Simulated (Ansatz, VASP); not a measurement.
# LaP2Ru2 in two plane-wave programs, part 2 of 2

One calculation is typed for both programs; each brings its own data sets and cutoff. How far apart do they land?

VASP 6.6.1 and Ansatz 0.2.0.

So far: The structure; VASP: relaxation of cell and atoms, r2SCAN.

### Step 3. Ansatz: relaxation of cell and atoms, r2SCAN

Level of this step: Ansatz beside VASP: Kohn-Sham DFT, plane waves, r2SCAN (Ansatz).

Ansatz runs on its default PAW (the set named soft_2) files.

The same cell, functional, mesh and smearing now go to Ansatz, which takes its cutoff from its data sets.

input.yaml reads:

```yaml
crystal:
  lattice:
    - [-2.0127148974, 2.0127148974, 5.4756243684]
    - [2.0127148974, -2.0127148974, 5.4756243684]
    - [2.0127148974, 2.0127148974, -5.4756243684]
  atoms:
    - { symbol: La, position: [0.0, 0.0, 0.0] }
    - { symbol: P, position: [0.64508976, 0.64508976, 0.0] }
    - { symbol: P, position: [0.35491024, 0.35491024, 0.0] }
    - { symbol: Ru, position: [0.75, 0.25, 0.5] }
    - { symbol: Ru, position: [0.25, 0.75, 0.5] }
hamiltonian:
  xc: r2scan
  pseudopotentials: { kind: paw }
kpoints:
  mp_grid: { grid: [9, 9, 9] }
scf:
  occupations: { method: fermi_dirac, width: 0.05 }
relax:
  f_tol: 0.01
  max_steps: 60
  cell: { stress_tol: 0.05 }
output:
  forces: true
  stress: true
  write_density: true
  write_potential: true
  elf: true
  volumetric_format: npy
```

The run is started by

```sh
$ ansatz run input.yaml --threads 4 --pin off --max-ram 9216MiB --backend cpu --events-out ev --progress --plain --runs-dir out
```

Numbers of over 12 decimals in the logs are rounded to 6 here.

Log:

```text
Engine: ansatz 0.2.0, aarch64-unknown-linux-gnu
Pseudopotentials: kind: paw
Pseudopotential: La, paw, valence charge 11, recommended cutoff 500 eV (meta_gga), La.paw.azcp
Pseudopotential: P, paw, valence charge 5, recommended cutoff 500 eV (meta_gga), P.paw.azcp
Pseudopotential: Ru, paw, valence charge 16, recommended cutoff 500 eV (meta_gga), Ru.paw.azcp
Functional definition: r2SCAN
  parameter k0 = 0.174
  parameter k1 = 0.065
  parameter a1 = 4.9479
  exchange = r2scan_x(k0 = k0, k1 = k1, a1 = a1)
  correlation = r2scan_c
Crystal: 5 atoms, lattice volume = 88.727 Å³
Basis set: ecut = 500 eV, 2291 PW (Γ), exchange–correlation on 192×192×192 points (64 copies of the dense FFT grid, shifted against one another)
Bands: 32, of which v1, the nominal top of the filled ones, is band 27 counted from 1 (26 counted from 0)
Symmetry: 16 space group operations
Space group: I4/mmm (ITA 139), of the structure as read, at distance tolerance 4.5e-5 Å
k-points: 75 of 729
Non-local potential: La, projectors of the file, l = 0: 3, l = 1: 2, l = 2: 2, l = 3: 3
Non-local potential: P, projectors of the file, l = 0: 2, l = 1: 2, l = 2: 2
Non-local potential: Ru, projectors of the file, l = 0: 3, l = 1: 2, l = 2: 2, l = 3: 1
PAW form: soft (Blöchl's): semilocal exchange-correlation on the pseudo side does not see the compensation charge
PAW frozen core: La, regenerated for the run's functional (the file was generated under x = pbe(κ = 0.804, μ = 0.219515), c = pbe(β = 0.066725))
PAW frozen core: P, regenerated for the run's functional (the file was generated under x = pbe(κ = 0.804, μ = 0.219515), c = pbe(β = 0.066725))
PAW frozen core: Ru, regenerated for the run's functional (the file was generated under x = pbe(κ = 0.804, μ = 0.219515), c = pbe(β = 0.066725))
PAW one-centre angular grid: La, 974 points (default); XC on 160 Gauss nodes
PAW one-centre angular grid: P, 302 points (default); XC on 160 Gauss nodes
PAW one-centre angular grid: Ru, 590 points (default); XC on 160 Gauss nodes
Initial density: superposition of atomic densities (neutral atoms: chi_scale 0, normalization atom), corrected by the library's trained network
Initial wavefunctions: pseudopotential atomic-orbital guess
Functional: x = r2scan, c = r2scan; τ floored in thin density (d = 2e-4 eV/Å³)
SCF iter   1: F=—  HF=-19570.140984 eV  |F-HF|=—  |Δ(HF+E_count)|=         —  Δρ=9.66e-3  dr2=1.62e-1  dr2_τ=5.63e-2  ethr=1.77e-3  ⟨swp⟩=7.3  Hψ=10287  notcnv=0
preconditioner: auto → Kerker (q_TF=auto, 2.504 Å⁻¹)  [metal: Δε(μ)=0.003 eV  Ē_g=8.558 eV  σ=0.050 eV  W_gap=0.02  n_scr=32 (ndim 8)  ℏωp=23.3 eV  f_vac=0.000  D(μ)=2.81/eV (n_scr^D=24)]
SCF iter   2: F=—  HF=-19570.209340 eV  |F-HF|=—  |Δ(HF+E_count)|=   6.84e-2  Δρ=5.23e-3  dr2=3.84e-2  dr2_τ=2.49e-3  ethr=3.06e-4  ⟨swp⟩=4.1  Hψ=5122  notcnv=0
SCF iter   3: F=—  HF=-19570.206240 eV  |F-HF|=—  |Δ(HF+E_count)|=   3.10e-3  Δρ=1.61e-3  dr2=5.49e-3  dr2_τ=3.19e-4  ethr=7.25e-5  ⟨swp⟩=4.1  Hψ=4206  notcnv=0  defer=1
SCF iter   4: F=—  HF=-19570.206211 eV  |F-HF|=—  |Δ(HF+E_count)|=   2.99e-5  Δρ=5.35e-4  dr2=2.25e-4  dr2_τ=1.84e-5  ethr=1.04e-5  ⟨swp⟩=3.0  Hψ=3960  notcnv=0
SCF iter   5: F=—  HF=-19570.206289 eV  |F-HF|=—  |Δ(HF+E_count)|=   7.83e-5  Δρ=1.51e-4  dr2=4.79e-5  dr2_τ=1.07e-6  ethr=4.25e-7  ⟨swp⟩=2.0  Hψ=4218  notcnv=0
SCF iter   6: F=—  HF=-19570.206390 eV  |F-HF|=—  |Δ(HF+E_count)|=   1.01e-4  Δρ=8.14e-5  dr2=1.64e-5  dr2_τ=6.07e-7  ethr=9.04e-8  ⟨swp⟩=2.0  Hψ=3755  notcnv=0
SCF iter   7: F=—  HF=-19570.206389 eV  |F-HF|=—  |Δ(HF+E_count)|=   1.63e-6  Δρ=3.43e-5  dr2=3.02e-6  dr2_τ=2.02e-8  ethr=3.09e-8  ⟨swp⟩=2.0  Hψ=2620  notcnv=0
SCF iter   8: F=—  HF=-19570.206388 eV  |F-HF|=—  |Δ(HF+E_count)|=   3.05e-7  Δρ=7.44e-6  dr2=1.49e-7  dr2_τ=1.14e-9  ethr=5.70e-9  ⟨swp⟩=2.0  Hψ=3206  notcnv=0
SCF iter   9: F=-19570.206388 eV  HF=-19570.206388 eV  |F-HF|=2.38e-9  |Δ(HF+E_count)|=   1.42e-8  Δρ=1.11e-6  dr2=3.68e-9  dr2_τ=5.90e-11  ethr=1.89e-10  ⟨swp⟩=9.8  Hψ=16317  notcnv=0
SCF 1 converged in 9 iterations: F = -19570.206388 eV  dr2 = 3.68e-9
  greatest PAW one-centre occupation: 0.998 electrons in one spin orbital (limit 2), on the Ru atom at site 4 (counted from 0), in its partial waves of l = 1
relax step   1: F+E_penalty+E_count = -19570.20638821 eV  Δ(F+E_penalty+E_count) = +0.000e0 eV  max|allowed force component| = 1.850e-2 eV/Å  Δτ_max = 0.0000 Å  P = +0.148 GPa  Ω = 88.727 Å³  (9 SCF iters, dr2 threshold 1.00e-7 eV, accepted)
[...]
relax step   2: F+E_penalty+E_count = -19570.20642366 eV  Δ(F+E_penalty+E_count) = -3.545e-5 eV  max|allowed force component| = 1.080e-2 eV/Å  Δτ_max = 0.0056 Å  P = -0.212 GPa  Ω = 89.106 Å³  energy of the carried Pulay correction = -1.297e-4 eV  (5 SCF iters, dr2 threshold 1.85e-7 eV, accepted)
[...]
relax step   3: F+E_penalty+E_count = -19570.20659832 eV  Δ(F+E_penalty+E_count) = -1.747e-4 eV  max|allowed force component| = 7.063e-4 eV/Å  Δτ_max = 0.0018 Å  P = -0.010 GPa  Ω = 88.954 Å³  energy of the carried Pulay correction = -7.773e-5 eV  (5 SCF iters, dr2 threshold 1.67e-7 eV, accepted)
[...]
relax step   4: F+E_penalty+E_count = -19570.20667550 eV  Δ(F+E_penalty+E_count) = -7.717e-5 eV  max|allowed force component| = 6.549e-4 eV/Å  Δτ_max = 0.0000 Å  P = -0.010 GPa  Ω = 88.954 Å³  stress off target by 1.66e-2 GPa  SCF on the basis re-selected at this cell (its energy is not comparable with the rows above)  (5 SCF iters)
basis re-selected at this cell: Δ(F+E_penalty+E_count) = -7.717e-5 eV, ΔP = +0.000 GPa vs the last step (what re-selecting the basis moved, of the pressure what is left beyond the Pulay correction that the steps carried, after the strain that the cell walked since its last selection, with what the two solves' SCF thresholds leave and, on support functions, any second-order correction that the steps lacked; it is no m [...]
SCF converged after 5 iterations
Free energy (F): -19570.206675 eV
Harris-Foulkes:  -19570.206675 eV  (|F-HF|=2.22e-10)
Internal energy: -19570.183337 eV  (E = F + TS)
E sigma→0 (E₀):  -19570.195006 eV
Entropy (-TS):   -0.023338 eV (-4.668 meV/atom)
Fermi energy:    15.537275 eV
--- Per-component energies (eV) ---
  E_band       = -314.000283
  E_kinetic    = 1373.831055
  E_local      = -4867.351159  (includes V_loc(G=0)·N_el)
  E_nonlocal   = 847.635718
  E_hartree    = 1825.004647
  E_xc         = -622.256719
  E_vxc        = -831.758953  (∫ρ·V_xc dr)
  E_paw        = -13549.278377  (= ΣΔE_a)
  E_vpaw       = -538.571851  (= ΣTr[D̂ρ^β])
  E_aug_tail   = 0.000169  (compensation charges beyond the density's cutoff)
  E_vtau       = 52.205455  (kinetic-family band-sum trace: ∫τ·v_τ [+ j·A + Jᵃ·Aᵃ] dr)
  E_ewald      = -4577.033587
  E_core_change = -0.735083  (= ΣΔE_core)
  E_smearing   = -0.023338  (= −TS)
  E_closure    = 0.000000  (closes the sum)
  Σ components = -19570.206675   (vs F -19570.206675, Δ=0.00e0)
--- Forces (eV/Å), atoms counted from 1 ---
  atom   1  La    -0.00000000     0.00000000     0.00000000
  atom   2  P      0.00000000     0.00000000    -0.00065492
  atom   3  P      0.00000000     0.00000000     0.00065492
  atom   4  Ru     0.00000000     0.00000000     0.00000000
  atom   5  Ru     0.00000000     0.00000000     0.00000000
  max |Σ_I F_I| component: 6.25e-17 eV/Å
--- Stress (GPa, compression-positive) ---
       -0.016605       0.000000      -0.000000
        0.000000      -0.016605      -0.000000
        0.000000       0.000000       0.003753
  P = ⅓ Tr σ = -0.0098 GPa (-0.098 kbar)
--- Band table (eV; the first three rows and the last of 75) ---
  k-point 0: bands = [... 23 lower, 14.6702, 14.8439, 14.8439, 15.1383, 16.8485, 17.2109, 17.2109, 17.7007, ... 1 higher]
  k-point 1: bands = [... 23 lower, 14.4284, 14.5999, 14.6686, 15.1680, 16.6370, 16.8150, 17.3603, 17.7477, ... 1 higher]
  k-point 2: bands = [... 23 lower, 13.8714, 14.1464, 14.2024, 15.4061, 16.1594, 16.9488, 17.5891, 17.6022, ... 1 higher]
  k-point 74: bands = [... 23 lower, 14.6888, 15.2646, 15.7412, 16.4479, 16.8384, 17.1054, 17.2381, 17.5852, ... 1 higher]
--- Relaxed structure (3 steps of the walk, 3 accepted, 1 SCFs on fresh bases) ---
  F+E_penalty+E_count = -19570.20667550 eV   max|allowed force component| = 6.549e-4 eV/Å   (the final SCF, on the basis selected at the relaxed cell)
  cell:  # Å, volume = 88.9543 Å³
    - [-2.012283, 2.012283, 5.491976]
    - [2.012283, -2.012283, 5.491976]
    - [2.012283, 2.012283, -5.491976]
  atoms:
    - { symbol: La, position: [0, 0, 0] }
    - { symbol: P, position: [0.645430, 0.645430, 0] }
    - { symbol: P, position: [0.354570, 0.354570, 0] }
    - { symbol: Ru, position: [0.750000, 0.250000, 0.500000] }
    - { symbol: Ru, position: [0.250000, 0.750000, 0.500000] }
```

The job ended after 33 s (4 threads of Arm Neoverse V1, shared host; peak memory 1.1 GiB).

### Step 4. Comparison

Known differences besides the potentials themselves: VASP keeps PBE cores, Ansatz makes them for the functional; both relaxations stop at a tolerance, which leaves soft axes loose, and VASP keeps its plane-wave basis; the data sets hold 53 valence electrons in Ansatz (default PAW (the set named soft_2) files) and 49 in VASP; the cutoff is 500 eV in Ansatz and 520 eV in VASP; Ansatz adds a Pulay correction to the stress that steers its cell, VASP none. Total energies have different zeros and are not compared.

Both answers:

| quantity | Ansatz | VASP | difference |
| --- | --- | --- | --- |
| volume (Å³) | 88.95 | 88.84 | +0.13 % |
| edge a after relaxation, in the typed setting (Å) | 6.186 | 6.176 | +0.15 % |

The walks stopped with -0.01 GPa left in Ansatz and -0.02 GPa in VASP; each walk ends within a tolerance, so the volume difference is uncertain by about these residues over the bulk modulus, most in soft cells.

### Step 5. Summary of results

| Quantity | Value |
| --- | --- |
| difference in edge a after relaxation, in the typed setting (relaxation of cell and atoms, r2SCAN) | 0.15 % |

The difference in edge a after relaxation, in the typed setting is 0.15 % (relaxation of cell and atoms, r2SCAN), within the 1.2 % picked in this series as the mark of a large difference, as far as the stopping tolerances let one tell. How closely two codes agree says nothing of how well the functional describes the real material.

[Lines on the potential files, build, host, timing and source positions are cut from VASP's logs without a mark.]

[Logs are printed without paths, hosts, clocks, repeated set-up lines and the standing remarks that a program may print on its own settings, such as how far it seeks lower states.]

[Hosts, paths, dates, database ids (printed as entryN), source tags and the programs' standing remarks are cut or masked in the printed files.]
